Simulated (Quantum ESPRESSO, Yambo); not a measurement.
**AgBr (Bromargyrite): G0W0 in Yambo against the bands**

Aim: move the bands of a G0W0 run on AgBr (Bromargyrite) over a wide range.

Main program and level: Yambo 5.3.0; PBE and many-body steps on it, plane waves.

### Step 1. Starting point

It takes space group Fm-3m (No. 225, cubic). Conventional cell: a = 5.774 Å, b = 5.774 Å, c = 5.774 Å, α = 90.00°, β = 90.00°, γ = 90.00°. Ag has 6 Br at 2.89 Å nearest. Nearest to Br lie 6 Ag at 2.89 Å. Farther neighbours and most contacts between anions are not listed.

Structure file:

```cif
data_structure
_symmetry_space_group_name_H-M 'P 1'
_symmetry_Int_Tables_number 1
_cell_length_a 4.0832
_cell_length_b 4.0832
_cell_length_c 4.0832
_cell_angle_alpha 60.000
_cell_angle_beta 60.000
_cell_angle_gamma 60.000
_cell_volume 48.14
loop_
_atom_site_label
_atom_site_type_symbol
_atom_site_fract_x
_atom_site_fract_y
_atom_site_fract_z
_atom_site_occupancy
Ag1 Ag 0.00000 0.00000 0.00000 1
Br2 Br 0.50000 0.50000 0.50000 1
```

The cell and positions come from the Crystallography Open Database and are kept as given unless a step says otherwise.

### Step 2. 50 bands

This step: Yambo 5.3.0; G0W0 on PBE, plane waves, norm-conserving pseudopotentials.

Now the one-shot GW correction: screening in the RPA, then the self-energy of the levels asked for.

Contents of gw1.in:

```
HF_and_locXC
gw0
dyson
ppa
em1d
rim_cut
RandQpts= 1000000
RandGvec= 1 RL
EXXRLvcs= 76 Ry
VXCRLvcs= 304 Ry
Chimod= "HARTREE"
% BndsRnXp
 1 | 50 |
%
NGsBlkXp= 15.5 Ry
% LongDrXp
 1 | 1 | 1 |
%
% GbndRnge
 1 | 50 |
%
DysSolver= "n"
ExtendOut
PPAPntXp= 27.21138 eV
% QPkrange
 3 | 3 | 17 | 20 |
 1 | 1 | 17 | 20 |
%
```

On the command line:

```sh
$ OMP_NUM_THREADS=1 mpirun -n 4 yambo -F gw1.in -J gw1 -C gw1 > gw1.log
```

Log:

```text
 Yambo, version 5.3.0

 [02] CORE Variables Setup
 =========================

  [... cell, symmetries and grids as in the set-up ...]

  [02.05] Energies & Occupations
  ==============================

  [X] === General ===
  [X] Electronic Temperature                        :  0.000000  0.000000 [eV K]
  [X] Bosonic    Temperature                        :  0.000000  0.000000 [eV K]
  [X] Finite Temperature mode                       : no
  [X] El. density                                   :  0.74786E+24 [cm-3]
  [X] Fermi Level                                   :  9.392987 [eV]

  [X] === Gaps and Widths ===
  [X] Conduction Band Min                           :  0.676466 [eV]
  [X] Valence Band Max                              :  0.000000 [eV]
  [X] Filled Bands                                  :  18
  [X] Empty Bands                                   :    19   585
  [X] Direct Gap                                    :  2.544364 [eV]
  [X] Direct Gap localized at k                     :  1
  [X] Indirect Gap                                  :  0.676466 [eV]
  [X] Indirect Gap between kpts                     :  3  1
  [X] Last valence band width                       :  2.238986 [eV]
  [X] 1st conduction band width                     :  4.251732 [eV]

 [03] Transferred momenta grid and indexing
 ==========================================

 IBZ Q-points                                      :   8
 BZ  Q-points                                      :   64

 K/Q-points units:
 rlu = crystal or reduced units; cc = cartesian coordinates; iku = interal k-units

 Q [1]          [rlu]:  0.000000  0.000000  0.000000
 Q [2]          [rlu]:  0.87369E-17  0.87369E-17  0.25000
 Q [3]          [rlu]: -0.17474E-16 -0.17474E-16 -0.50000
 Q [4]          [rlu]:  0.37208E-17  0.25000      0.25000
 Q [5]          [rlu]:  0.80005E-17  0.25000      0.50000
 Q [6]          [rlu]: -0.17474E-16  0.25000     -0.25000
 Q [7]          [rlu]: -0.74416E-17 -0.50000     -0.50000
 Q [8]          [rlu]:  0.250000 -0.500000 -0.250000

 [04] Coloumb potential Random Integration (RIM)
 ===============================================

  [04.01] RIM initialization
  ==========================

  * Diagonal components only detected *

  8 x (sBL volume)        :  0.095449 [a.u.]
  sBZ random points       :  1000000
  Points outside the sBZ  :   7968281
  RL volume               :  0.763589 [a.u.]
  Integrated volume       :  0.766629 [a.u.]

  [04.02] RIM integrals
  =====================

  Gamma point sphere radius             :  0.082897 [a.u.]
  Points outside the sphere             :   800476
  [Int_sBZ(q=0) 1/q^2]*(Vol_sBZ)^(-1/3) =:  7.776341
                                 should be <:  7.795600

  Summary of Coulomb integrals for non-metallic bands |Q|[au] RIM/Bare

  Q [1] 0.100000E-4 0.997530 * Q [2] 0.249326 1.068862
  Q [4] 0.287897 1.068048 * Q [6] 0.407147 1.029920
  Q [5] 0.477423 1.023247 * Q [3] 0.498652 1.020326
  Q [7] 0.575793 1.016898 * Q [8] 0.643756 1.013869

 [WARNING] [Xp] User bands 1-50 break level degeneracy

 [05] Dipoles
 ============

  [05.01] Setup: observables and procedures
  =========================================

 [06] Dynamic Dielectric Matrix (PPA)
 ====================================

 [WR./gw1//ndb.pp]---------------------------------------------------------------
  Brillouin Zone Q/K grids (IBZ/BZ)                :    8   64    8   64
  RL vectors                                       :   4477 [WF]
  Coulomb cutoff potential                         : none
  Electronic Temperature                           :  0.000000 [K]
  Bosonic    Temperature                           :  0.000000 [K]
  PPA    diel. fun.  energies                      : Perdew, Burke & Ernzerhof(X)+Perdew, Burke & Ernzerhof(C)
  wavefunctions                                    : Perdew, Burke & Ernzerhof(X)+Perdew, Burke & Ernzerhof(C)
  Global Gauge                                     : length
  X matrix size                                    :   387
  X band range                                     :    1   50
  X e/h energy range                               : -1.000000 -1.000000 [eV]
  X Time ordering                                  : R
  X Hxc Kernel                                     : HARTREE
  X Drude frequency                                :  0.000000  0.000000
  X poles                                          :  100.0000 [o/o]
  RL vectors in the sum                            :   4477
  [r,Vnl] included                                 : yes
  Field direction                                  :  0.577350E-5  0.577350E-5  0.577350E-5
  BZ energy Double Grid                            : no
  BZ energy DbGd points                            : 0
  BZ Q point size factor                           : -1.000000
  X Optical Averaged directions                    : none

 [07] Local Exchange-Correlation + Non-Local Fock
 ================================================

 [VXC] Plane waves :  29123
 [EXS] Plane waves :   3719

 QP @ state[ 1 ] K range:  1  1
 QP @ state[ 1 ] b range:  17  20
 QP @ state[ 2 ] K range:  3  3
 QP @ state[ 2 ] b range:  17  20

 [xc] Functional : Perdew, Burke & Ernzerhof(X)+Perdew, Burke & Ernzerhof(C)
 [xc] LIBXC used to calculate xc functional
  PP Number of Atomic Species                      :  2
  NLCC RL compoments                               :  29123
  PP Number of Atomic Species                      :  2
  NLCC RL compoments                               :  29123

 [xc] E_xc :  -26.50061 [Ha]
      E_xc :  -53.00121 [Ry]

  Local XC kind (lXC) : Perdew, Burke & Ernzerhof(X)+Perdew, Burke & Ernzerhof(C)
  Non-Local XC kind (nlXC) : Hartree-Fock

  Corrections @ K [1] :  [eV]
 <17|nlXC|17> = -19.83227 -0.88458E-17 <17|lXC|17> = -14.89958 -0.14161E-15
 <18|nlXC|18> = -19.83232  0.99113E-17 <18|lXC|18> = -14.89958  0.94408E-16
 <19|nlXC|19> = -7.859712  0.38872E-18 <19|lXC|19> = -11.58100 -0.18882E-15
 <20|nlXC|20> = -6.472125 -0.32155E-18 <20|lXC|20> = -11.58770  0.18882E-15

  Corrections @ K [3] :  [eV]
 <17|nlXC|17> = -26.10638  0.12862E-17 <17|lXC|17> = -20.90963  0.11801E-15
 <18|nlXC|18> = -26.10637  0.84649E-17 <18|lXC|18> = -20.90963  0.70806E-16
 <19|nlXC|19> = -5.384865  0.23173E-18 <19|lXC|19> = -9.309768 -0.14161E-15
 <20|nlXC|20> = -9.471655 -0.54129E-18 <20|lXC|20> = -14.51292  0.82607E-16

 [08] Dyson equation: Newton solver
 ==================================

  [08.01] G0W0 (W PPA)
  ====================

  [  GW  ] Bands range     :    1   50
  [GW/PPA] G damping       :  0.100000 [eV]

  QP @ state[ 1 ] K range:  1  1
  QP @ state[ 1 ] b range:  17  20
  QP @ state[ 2 ] K range:  3  3
  QP @ state[ 2 ] b range:  17  20

   Sc/G bands                                       :    1   50
   Sc/G damping                                     :  0.100000 ev
   Sc bands terminator                              : no
   Sx RL components                                 :   3719

   QP @ state[ 1 ] K range                          :  1  1
   QP @ state[ 1 ] b range                          :  17  20
   QP @ state[ 2 ] K range                          :  3  3
   QP @ state[ 2 ] b range                          :  17  20
   GF energies kind                                 : Perdew, Burke & Ernzerhof(X)+Perdew, Burke & Ernzerhof(C)
   GF WF`s kind                                     : Perdew, Burke & Ernzerhof(X)+Perdew, Burke & Ernzerhof(C)
   Xs energies kind                                 : Perdew, Burke & Ernzerhof(X)+Perdew, Burke & Ernzerhof(C)
   Xs WF`s kind                                     : Perdew, Burke & Ernzerhof(X)+Perdew, Burke & Ernzerhof(C)

 [11] Game Over & Game summary
```

Elapsed: 60 s, on 4 MPI ranks of Arm Neoverse V2, shared host; peak memory 1.7 GiB.

Numbers from this step:

- G0W0 gap on the points computed: 2.078 eV
- starting gap on the mesh: 0.6765 eV
- k of the valence top: 0, 0, -0.5
- k of the conduction bottom: 0, 0, 0
- least direct G0W0 gap on the computed points: 4.433 eV
- Z at the valence top: 0.8000
- Z at the conduction bottom: 0.8289

The gap on the mesh goes from 0.68 eV to 2.08 eV, a correction of +1.40 eV.

### Step 3. 88 bands

gw2.in, as its differences from gw1.in of step 2:

```diff
@@ -12,3 +12,3 @@
 % BndsRnXp
- 1 | 50 |
+ 1 | 88 |
 %
@@ -19,3 +19,3 @@
 % GbndRnge
- 1 | 50 |
+ 1 | 88 |
 %
```

On the command line:

```sh
$ OMP_NUM_THREADS=1 mpirun -n 4 yambo -F gw2.in -J gw2 -C gw2 > gw2.log
```

Log:

```text
 Yambo, version 5.3.0

 [02] CORE Variables Setup
 =========================

  [... cell, symmetries and grids as in the set-up ...]

  [02.05] Energies & Occupations
  ==============================

  [X] === General ===
  [X] Electronic Temperature                        :  0.000000  0.000000 [eV K]
  [X] Bosonic    Temperature                        :  0.000000  0.000000 [eV K]
  [X] Finite Temperature mode                       : no
  [X] El. density                                   :  0.74786E+24 [cm-3]
  [X] Fermi Level                                   :  9.392987 [eV]

  [X] === Gaps and Widths ===
  [X] Conduction Band Min                           :  0.676466 [eV]
  [X] Valence Band Max                              :  0.000000 [eV]
  [X] Filled Bands                                  :  18
  [X] Empty Bands                                   :    19   585
  [X] Direct Gap                                    :  2.544364 [eV]
  [X] Direct Gap localized at k                     :  1
  [X] Indirect Gap                                  :  0.676466 [eV]
  [X] Indirect Gap between kpts                     :  3  1
  [X] Last valence band width                       :  2.238986 [eV]
  [X] 1st conduction band width                     :  4.251732 [eV]

 [03] Transferred momenta grid and indexing
 ==========================================

 IBZ Q-points                                      :   8
 BZ  Q-points                                      :   64

 K/Q-points units:
 rlu = crystal or reduced units; cc = cartesian coordinates; iku = interal k-units

 Q [1]          [rlu]:  0.000000  0.000000  0.000000
 Q [2]          [rlu]:  0.87369E-17  0.87369E-17  0.25000
 Q [3]          [rlu]: -0.17474E-16 -0.17474E-16 -0.50000
[...]
NLCC RL compoments                               :  29123
  PP Number of Atomic Species                      :  2
  NLCC RL compoments                               :  29123

 [xc] E_xc :  -26.50061 [Ha]
      E_xc :  -53.00121 [Ry]

  Local XC kind (lXC) : Perdew, Burke & Ernzerhof(X)+Perdew, Burke & Ernzerhof(C)
  Non-Local XC kind (nlXC) : Hartree-Fock

  Corrections @ K [1] :  [eV]
 <17|nlXC|17> = -19.83227 -0.88458E-17 <17|lXC|17> = -14.89958 -0.14161E-15
 <18|nlXC|18> = -19.83232  0.99113E-17 <18|lXC|18> = -14.89958  0.94408E-16
 <19|nlXC|19> = -7.859712  0.38872E-18 <19|lXC|19> = -11.58100 -0.18882E-15
[...]
Corrections @ K [3] :  [eV]
[...]
<19|nlXC|19> = -5.384865  0.23173E-18 <19|lXC|19> = -9.309768 -0.14161E-15
 <20|nlXC|20> = -9.471655 -0.54129E-18 <20|lXC|20> = -14.51292  0.82607E-16

 [08] Dyson equation: Newton solver
 ==================================

  [08.01] G0W0 (W PPA)
  ====================

  [  GW  ] Bands range     :    1   88
  [GW/PPA] G damping       :  0.100000 [eV]

  QP @ state[ 1 ] K range:  1  1
  QP @ state[ 1 ] b range:  17  20
  QP @ state[ 2 ] K range:  3  3
  QP @ state[ 2 ] b range:  17  20

   Sc/G bands                                       :    1   88
   Sc/G damping                                     :  0.100000 ev
   Sc bands terminator                              : no
   Sx RL components                                 :   3719

   QP @ state[ 1 ] K range                          :  1  1
   QP @ state[ 1 ] b range                          :  17  20
   QP @ state[ 2 ] K range                          :  3  3
   QP @ state[ 2 ] b range                          :  17  20
   GF energies kind                                 : Perdew, Burke & Ernzerhof(X)+Perdew, Burke & Ernzerhof(C)
   GF WF`s kind                                     : Perdew, Burke & Ernzerhof(X)+Perdew, Burke & Ernzerhof(C)
   Xs energies kind                                 : Perdew, Burke & Ernzerhof(X)+Perdew, Burke & Ernzerhof(C)
   Xs WF`s kind                                     : Perdew, Burke & Ernzerhof(X)+Perdew, Burke & Ernzerhof(C)

 [11] Game Over & Game summary
```

It took 1.7 min on 4 MPI ranks; peak memory 1.7 GiB.

Numbers from this step:

```yaml
g0w0_gap_on_the_points_computed: 2.030 eV
starting_gap_on_the_mesh: 0.6765 eV
k_of_the_valence_top: 0, 0, -0.5
k_of_the_conduction_bottom: 0, 0, 0
least_direct_g0w0_gap_on_the_computed_points: 4.434 eV
z_at_the_valence_top: 0.8020
z_at_the_conduction_bottom: 0.8285
```

Against the run before, the gap moves by −0.048 eV.

### Step 4. 161 bands

gw3.in, as its differences from gw2.in of step 3:

```diff
@@ -12,3 +12,3 @@
 % BndsRnXp
- 1 | 88 |
+ 1 | 161 |
 %
@@ -19,3 +19,3 @@
 % GbndRnge
- 1 | 88 |
+ 1 | 161 |
 %
```

On the command line:

```sh
$ OMP_NUM_THREADS=1 mpirun -n 4 yambo -F gw3.in -J gw3 -C gw3 > gw3.log
```

Log:

```text
 Yambo, version 5.3.0

 [02] CORE Variables Setup
 =========================

  [... cell, symmetries and grids as in the set-up ...]

  [02.05] Energies & Occupations
  ==============================

  [X] === General ===
  [X] Electronic Temperature                        :  0.000000  0.000000 [eV K]
  [X] Bosonic    Temperature                        :  0.000000  0.000000 [eV K]
  [X] Finite Temperature mode                       : no
  [X] El. density                                   :  0.74786E+24 [cm-3]
[...]
QP @ state[ 1 ] b range                          :  17  20
   QP @ state[ 2 ] K range                          :  3  3
   QP @ state[ 2 ] b range                          :  17  20
   GF energies kind                                 : Perdew, Burke & Ernzerhof(X)+Perdew, Burke & Ernzerhof(C)
   GF WF`s kind                                     : Perdew, Burke & Ernzerhof(X)+Perdew, Burke & Ernzerhof(C)
   Xs energies kind                                 : Perdew, Burke & Ernzerhof(X)+Perdew, Burke & Ernzerhof(C)
   Xs WF`s kind                                     : Perdew, Burke & Ernzerhof(X)+Perdew, Burke & Ernzerhof(C)

 [11] Game Over & Game summary
```

It took 3.2 min on 4 MPI ranks; peak memory 1.7 GiB.

Numbers from this step:

- G0W0 gap on the points computed: 2.071 eV
- starting gap on the mesh: 0.6765 eV
- k of the valence top: 0, 0, -0.5
- k of the conduction bottom: 0, 0, 0
- least direct G0W0 gap on the computed points: 4.459 eV

Against the run before, the gap moves by +0.042 eV.

[end of part 1 of 2]

[Paths, hosts, dates, memory and timing lines, banners, echoed tables and standing remarks are left out of the program output.]

[Logs are printed without paths, hosts, clocks, repeated set-up lines and the standing remarks that a program may print on its own settings, such as how far it seeks lower states.]

[Runs of the session that timed out or met a known fault of the program may be left out.]

[Hosts, paths, dates, database ids (printed as entryN), source tags and the programs' standing remarks are cut or masked in the printed files.]
